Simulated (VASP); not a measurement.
The input files of a VASP run:

### INCAR
```
SYSTEM = BaSnO3
PREC = Accurate
ENCUT = 160
EDIFF = 1E-6
NELM = 100
ALGO = Normal
LREAL = .FALSE.
LASPH = .TRUE.
ISMEAR = -1
SIGMA = 0.05
GGA = PE
LMAXMIX = 4
LWAVE = .FALSE.
LCHARG = .FALSE.
ISIF = 2
```

KPOINTS:
```
Automatic mesh
0
Gamma
6 6 6
0.5 0.5 0.5
```

**POSCAR**
```
BaSnO3
1.0
  4.1434700000   0.0000000000   0.0000000000
  0.0000000000   4.1434700000   0.0000000000
  0.0000000000   0.0000000000   4.1434700000
Ba Sn O
1 1 3
Direct
  0.5000000000   0.5000000000   0.5000000000
  0.0000000000   0.0000000000   0.0000000000
  0.0000000000   0.5000000000   0.0000000000
  0.5000000000   0.0000000000   0.0000000000
  0.0000000000   0.0000000000   0.5000000000
```

POTCAR, in this order: Ba_sv Sn_d O (PBE.64 set). Program: vasp_std.

Question: Write an equivalent input for Ansatz.

Answer: One equivalent input (not run):
Ansatz 0.2 input:
```yaml
crystal:
  lattice:
    - [4.1434700, 0.0000000, 0.0000000]
    - [0.0000000, 4.1434700, 0.0000000]
    - [0.0000000, 0.0000000, 4.1434700]
  atoms:
    - { symbol: Ba, position: [0.5000000, 0.5000000, 0.5000000] }
    - { symbol: Sn, position: [0.0000000, 0.0000000, 0.0000000] }
    - { symbol: O, position: [0.0000000, 0.5000000, 0.0000000] }
    - { symbol: O, position: [0.5000000, 0.0000000, 0.0000000] }
    - { symbol: O, position: [0.0000000, 0.0000000, 0.5000000] }
kpoints:
  mp_grid: { grid: [6, 6, 6], shift: [0.5, 0.5, 0.5] }
hamiltonian:
  xc: pbe
  pseudopotentials: { kind: paw }
scf:
  occupations: { method: fermi_dirac, width: 0.05 }
  max_iter: 100
output: { forces: true, stress: true, eigenvalues: true }
```
The two are equivalent in intent, not identical: each code has its own PAW files, so the cut-off isn't converted (ENCUT is set for VASP's; basis.ecutwfc is left out, and Ansatz then takes the one that its files recommend); Ansatz stops its SCF on the density residual and VASP on the energy change (EDIFF).

The structure comes from a computed database's BaSnO3 entry; how it stands against other phases isn't given here. The cell was not relaxed at this level. The run is one of a series of settings (ENCUT = 160 against the base run), some of them coarse on purpose.
